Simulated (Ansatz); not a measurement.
Crystal: Cu.

```xyz
1
Lattice="0.0000 1.8075 1.8075 1.8075 0.0000 1.8075 1.8075 1.8075 0.0000" Properties=species:S:1:pos:R:3 pbc="T T T"
Cu    0.0000    0.0000    0.0000
```

Program: Ansatz 0.2.0. Alike in all runs: cell as given.

Problem. Order these runs on this cell by their pressure, lowest first.
A. level PBE; potentials or basis all-electron LAPW, scalar-relativistic; spin off; k mesh 13 × 13 × 13; cutoff (eV) 295; smearing fermi-dirac 0.05 eV; basis error allowed 0.001 eV/atom
B. level RPBE+U; potentials or basis all-electron LAPW, scalar-relativistic; spin collinear, random start; U Cu d U = 3.5 eV; k mesh 13 × 13 × 13; cutoff (eV) 494; smearing gaussian 0.025 eV; start of the occupations low_spin; double counting fll; hubbard projectors ortho-atomic; sphere radius (all atoms) 1.022 Å; basis error allowed 0.001 eV/atom; other keys hamiltonian.pseudopotentials.lapw.muffin_tin_radii = 1.022
C. level Slater exchange only; potentials or basis all-electron LAPW, relativistic spinors; spin SOC, no magnetisation; k mesh 10 × 10 × 10; cutoff (eV) 273; smearing fermi-dirac 0.15 eV; basis error allowed 0.002 eV/atom; other keys scf.occupations.method = fermi_dirac; scf.occupations.width = 0.15

Solution. C (-4.3 GPa), A (1.6 GPa), B (8.0 GPa).

Caveats: the k mesh is thin for a metal, which can move the energy by tens of meV per atom (some runs); the typed start of the occupations wasn't kept (some runs); U is the effective U less J, on atomic orbitals that reach past the spheres (some runs); the U is typed as a test and isn't derived for this compound (some runs); the starting moments weren't kept (some runs).
